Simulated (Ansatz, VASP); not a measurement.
**One calculation of Re, two programs**

```xyz
1
Lattice="0.0000 1.9355 1.9750 1.9355 0.0000 1.9750 1.9355 1.9355 0.0000" Properties=species:S:1:pos:R:3 pbc="T T T"
Re    0.0000    0.0000    0.0000
```

Change from the starting cell: equal xx and yy strain of -2 %.

Alike in both runs: task single point; functional PBEsol; k mesh 14 × 14 × 14; occupations fermi-dirac, width 0.05 eV; no spin polarisation.

|  | VASP | Ansatz |
| --- | --- | --- |
| version | VASP 6.6.1 | Ansatz 0.2.0 |
| potentials or method | VASP PAW PBE potentials, release 64 (Re), cutoff 520 eV | all-electron LAPW, scalar-relativistic |

VASP gave:

| Item | Value |
| --- | --- |
| pressure (GPa) | -5.2 |
| largest component of the traceless stress (GPa) | 3.34 |

Which values does Ansatz return?

Pressure (GPa): -4.9; largest component of the traceless stress (GPa): 3.37.

Ansatz ran all-electron here, so the differences hold the error of VASP's frozen core and of both bases.

Caveats: the PAW data sets were made with another functional, which shifts forces and pressure a little (VASP). Spin-orbit coupling is left out, which matters for the levels of Re.
